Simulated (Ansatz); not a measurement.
Hf:

```
Hf
1.0
     0.00000   -2.22000   -2.22000
     0.00000    2.22000   -2.22000
     4.44000    0.00000    0.00000
Hf
2
Direct
  0.51382 0.48086 0.50614
  0.98618 0.01914 0.99386
```

This isn't the form of Hf at room conditions, which is hcp.

The cell isn't the ideal one: all atoms moved at random, sigma 0.1 Å a component.

```yaml
Program: Ansatz 0.2.0
Task: relaxation of cell and atoms
Functional: PBE
Potentials_or_basis: Ansatz PAW
Cutoff: "420 eV (not typed: the program's choice for these potentials)"
k_mesh: 9 × 9 × 6
Occupations: fermi-dirac, width 0.05 eV
Spin: no spin polarisation
```

At the start: volume 21.88 Å³/atom.

Where does the relaxation end?

It ends after 6 steps and the volume is 22.62 Å³/atom (+3.4 %); space group I4/mmm (No. 139, to 0.05 Å).

The path:
```tsv
step	energy change (eV)	largest force (eV/Å)	volume (Å³)
1	0.0000	0.5703	43.76
2	-0.0118	0.3555	47.09
3	-0.0577	0.0062	45.12
4	-0.0579	0.0003	45.23
5	-0.0579	0.0000	45.23
6	-0.0584	0.0000	45.23
```

Final structure:
```
Hf
1.0
     0.00000   -2.25643   -2.25498
     0.00000    2.25638   -2.25493
     4.44502    0.00001    0.00000
Hf
2
Direct
  0.50000 0.50000 0.50000
  0.00000 0.00000 0.00000
```

Caveat: the plane-wave basis is chosen anew once the cell has moved, so the energies of steps on either side of that aren't comparable.
